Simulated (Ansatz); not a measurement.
# LiH: the cost of one run

Program: Ansatz 0.2.0. PBE orbitals, norm-conserving pseudopotentials, plane waves. The calculation is spin-unpolarised, and the structure need not be a phase that has been made.

### 1 The system as given

The cell was relaxed beforehand with r2SCAN; volume changes: +0 %, -5 %, +5 %, -10 %, +10 %.

It is hexagonal, P6_3/mmc (No. 194); conventional cell a = 2.782 Å, c = 4.873 Å, 8.16 Å³ an atom. Around Li lie 6 H at 2.02 Å; around H lie 6 Li at 2.02 Å.

The structure in full:

```
CELL_PARAMETERS angstrom
2.78155 0.00000 0.00000
-1.39077 2.40889 0.00000
0.00000 0.00000 4.87296
ATOMIC_POSITIONS crystal
Li 0.00000 0.00000 0.00000
Li 0.00000 0.00000 0.50000
H 0.33333 0.66667 0.25000
H 0.66667 0.33333 0.75000
```

### 2 The unscaled cell

Input file input.yaml:

```yaml
crystal:
  lattice:
    - [2.781548442, 0.0, 0.0]
    - [-1.390774221, 2.4088916127, 0.0]
    - [0.0, 0.0, 4.8729606992]
  atoms:
    - { symbol: Li, position: [0.0, 0.0, 0.0] }
    - { symbol: Li, position: [0.0, 0.0, 0.5] }
    - { symbol: H, position: [0.3333333333, 0.6666666667, 0.25] }
    - { symbol: H, position: [0.6666666667, 0.3333333333, 0.75] }
kpoints:
  mp_grid: { grid: [6, 6, 2] }
hamiltonian:
  xc: pbe
  pseudopotentials: { kind: nc }
scf:
  occupations: { method: fixed }
output:
  rpa_energy:
    ecut_chi_ladder: [272, 305, 338, 375, 412]
    long_wavelength: optical_limit
basis:
  ecutwfc: 1034.032677
```

What time and memory should one allow on 1 × NVIDIA H100 80GB HBM3 with 2 threads of AMD EPYC 7R13 (Zen 3), shared host?

About 2.9 min, with a peak of 2.7 GiB on the host.
